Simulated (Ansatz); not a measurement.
Band table of TaC (rocksalt type)

```xyz
2
Lattice="0.0000 2.2201 2.2201 2.2201 0.0000 2.2201 2.2201 2.2201 0.0000" Properties=species:S:1:pos:R:3 pbc="T T T"
Ta    0.0000    0.0000    0.0000
C     2.2201    2.2201    2.2201
```

The cell comes from a relaxation on PAW files under the same functional, begun from a prototype that needn't be the stable phase.

Computed with Ansatz 0.2.0; functional PBEsol, scalar-relativistic. Settings: a Γ-centred 15×15×15 k mesh, Fermi–Dirac smearing of 0.08 eV, no spin polarisation. Methods: LAPW: all electrons, basis error target 1 meV/atom.

Spin–orbit coupling is left out, which matters for the heavy atoms.

Path points, in fractions of the reciprocal vectors: Γ (0.000, 0.000, 0.000), X (0.500, 0.000, 0.500), U (0.625, 0.250, 0.625), K (0.375, 0.375, 0.750), L (0.500, 0.500, 0.500), W (0.500, 0.250, 0.750). The distance column jumps between branches of the path. Levels in eV from the Fermi level; bands 14 to 28, counted from the lowest band of the run. The gap is zero, the pressure -0.17 GPa.

```
# k(1/Å) point b14 b15 b16 b17 b18 b19 b20 b21 b22 b23 b24 b25 b26 b27 b28
0.000 Γ -20.43 -20.43 -20.43 -20.43 -20.38 -20.38 -20.38 -14.82 -1.35 -1.35 -1.35 -0.43 -0.43 -0.43 0.68
0.202 - -20.43 -20.43 -20.43 -20.43 -20.38 -20.38 -20.38 -14.62 -2.19 -1.79 -1.79 -1.59 0.27 0.27 0.76
0.404 - -20.42 -20.42 -20.42 -20.42 -20.38 -20.38 -20.38 -14.09 -4.12 -2.23 -2.23 -2.20 1.00 1.45 1.45
0.606 - -20.42 -20.42 -20.42 -20.41 -20.39 -20.39 -20.39 -13.38 -5.53 -2.93 -2.41 -2.41 1.36 2.69 2.69
0.809 - -20.41 -20.41 -20.41 -20.41 -20.40 -20.39 -20.39 -12.79 -6.15 -3.61 -2.34 -2.34 1.80 3.70 3.70
1.011 - -20.41 -20.41 -20.41 -20.41 -20.40 -20.40 -20.40 -12.58 -5.84 -4.16 -2.10 -2.10 2.23 4.21 4.21
1.213 - -20.41 -20.41 -20.41 -20.40 -20.40 -20.40 -20.39 -12.64 -5.03 -4.50 -1.83 -1.83 2.55 4.25 4.25
1.415 X -20.42 -20.41 -20.41 -20.40 -20.40 -20.40 -20.39 -12.70 -4.61 -4.58 -1.71 -1.71 2.67 4.19 4.19
1.487 - -20.42 -20.41 -20.41 -20.40 -20.40 -20.40 -20.39 -12.68 -4.63 -4.59 -1.80 -1.71 2.80 4.17 4.19
1.558 - -20.42 -20.41 -20.41 -20.40 -20.40 -20.40 -20.39 -12.62 -4.69 -4.62 -2.03 -1.70 3.14 4.11 4.19
1.630 - -20.42 -20.41 -20.41 -20.40 -20.40 -20.40 -20.39 -12.53 -4.81 -4.66 -2.36 -1.64 3.64 4.00 4.19
1.701 - -20.41 -20.41 -20.41 -20.40 -20.40 -20.40 -20.39 -12.41 -5.00 -4.71 -2.73 -1.52 3.86 4.18 4.24
1.772 - -20.41 -20.41 -20.40 -20.40 -20.40 -20.40 -20.39 -12.25 -5.26 -4.76 -3.12 -1.31 3.68 4.17 4.92
1.844 - -20.42 -20.41 -20.41 -20.40 -20.40 -20.40 -20.39 -12.08 -5.57 -4.82 -3.48 -1.00 3.47 4.13 5.65
1.915 U -20.42 -20.41 -20.41 -20.40 -20.40 -20.39 -20.39 -11.89 -5.92 -4.88 -3.83 -0.60 3.22 4.08 6.41
2.782 K -20.42 -20.41 -20.41 -20.40 -20.40 -20.39 -20.39 -11.89 -5.92 -4.88 -3.83 -0.60 3.22 4.08 6.41
2.996 - -20.42 -20.41 -20.41 -20.40 -20.40 -20.39 -20.39 -11.35 -6.95 -4.99 -4.63 1.01 2.37 3.77 5.76
3.211 - -20.43 -20.41 -20.41 -20.40 -20.40 -20.40 -20.39 -11.32 -7.32 -5.01 -4.93 1.43 2.71 3.24 4.95
3.425 - -20.43 -20.41 -20.41 -20.40 -20.40 -20.40 -20.38 -12.05 -6.64 -4.92 -4.61 0.52 2.56 2.92 4.32
3.640 - -20.43 -20.42 -20.41 -20.41 -20.40 -20.39 -20.38 -13.07 -5.34 -4.35 -4.00 -0.26 1.72 1.82 3.47
3.854 - -20.43 -20.42 -20.42 -20.42 -20.39 -20.38 -20.38 -13.98 -3.78 -3.31 -3.12 -0.85 0.47 1.04 2.53
4.068 - -20.43 -20.43 -20.42 -20.42 -20.38 -20.38 -20.38 -14.60 -2.19 -2.10 -1.84 -1.23 -0.34 0.21 1.49
4.283 Γ -20.43 -20.43 -20.43 -20.43 -20.38 -20.38 -20.38 -14.82 -1.35 -1.35 -1.35 -0.43 -0.43 -0.43 0.68
4.458 - -20.43 -20.43 -20.43 -20.43 -20.38 -20.38 -20.38 -14.67 -2.07 -1.69 -1.69 -0.84 -0.84 -0.01 1.72
4.633 - -20.43 -20.42 -20.42 -20.42 -20.38 -20.38 -20.38 -14.24 -3.29 -2.72 -2.72 -0.56 -0.56 0.44 3.31
4.808 - -20.43 -20.42 -20.41 -20.41 -20.39 -20.39 -20.38 -13.58 -4.58 -3.69 -3.69 0.06 0.06 0.83 5.01
4.983 - -20.44 -20.41 -20.41 -20.41 -20.40 -20.40 -20.38 -12.74 -5.86 -4.48 -4.48 0.87 0.87 1.33 6.72
5.158 - -20.44 -20.41 -20.41 -20.40 -20.40 -20.40 -20.38 -11.79 -7.07 -5.05 -5.05 1.74 1.74 2.06 7.80
5.333 - -20.44 -20.41 -20.41 -20.40 -20.39 -20.39 -20.38 -10.83 -8.16 -5.40 -5.40 2.48 2.48 3.02 6.36
5.508 L -20.44 -20.42 -20.42 -20.40 -20.39 -20.39 -20.38 -10.24 -8.79 -5.51 -5.51 2.79 2.79 3.78 5.38
5.651 - -20.44 -20.42 -20.42 -20.40 -20.39 -20.39 -20.38 -10.34 -8.68 -5.45 -5.45 2.54 2.76 3.68 5.79
5.794 - -20.44 -20.42 -20.41 -20.40 -20.39 -20.39 -20.38 -10.59 -8.33 -5.31 -5.27 2.11 2.59 3.55 6.68
5.937 - -20.43 -20.42 -20.41 -20.40 -20.39 -20.39 -20.39 -10.92 -7.81 -5.16 -5.00 1.78 2.17 3.61 7.43
6.080 - -20.42 -20.42 -20.41 -20.40 -20.40 -20.39 -20.39 -11.25 -7.16 -5.05 -4.74 1.61 1.73 3.81 7.38
6.223 - -20.42 -20.42 -20.41 -20.40 -20.40 -20.40 -20.39 -11.53 -6.46 -5.01 -4.60 1.49 1.59 4.03 6.34
6.366 - -20.41 -20.41 -20.41 -20.40 -20.40 -20.40 -20.39 -11.70 -5.77 -5.00 -4.72 1.55 1.63 4.18 5.43
6.509 W -20.41 -20.41 -20.41 -20.40 -20.40 -20.40 -20.39 -11.77 -5.30 -5.00 -5.00 1.66 1.66 4.21 5.05
6.610 - -20.41 -20.41 -20.41 -20.40 -20.40 -20.40 -20.39 -11.82 -5.16 -5.01 -4.95 0.98 2.31 4.20 4.98
6.711 - -20.41 -20.41 -20.41 -20.40 -20.40 -20.40 -20.39 -11.98 -4.99 -4.88 -4.75 0.31 2.90 4.20 4.76
6.812 - -20.41 -20.41 -20.41 -20.40 -20.40 -20.40 -20.39 -12.18 -4.93 -4.80 -4.13 -0.31 3.39 4.20 4.42
6.913 - -20.41 -20.41 -20.41 -20.40 -20.40 -20.40 -20.39 -12.38 -4.84 -4.72 -3.39 -0.87 3.77 3.97 4.20
7.014 - -20.42 -20.41 -20.41 -20.40 -20.40 -20.40 -20.39 -12.55 -4.73 -4.65 -2.62 -1.31 3.42 4.01 4.19
7.115 - -20.42 -20.41 -20.41 -20.40 -20.40 -20.40 -20.39 -12.66 -4.65 -4.60 -1.98 -1.61 2.90 4.15 4.19
7.217 X -20.42 -20.41 -20.41 -20.40 -20.40 -20.40 -20.39 -12.70 -4.61 -4.58 -1.71 -1.71 2.67 4.19 4.19
```
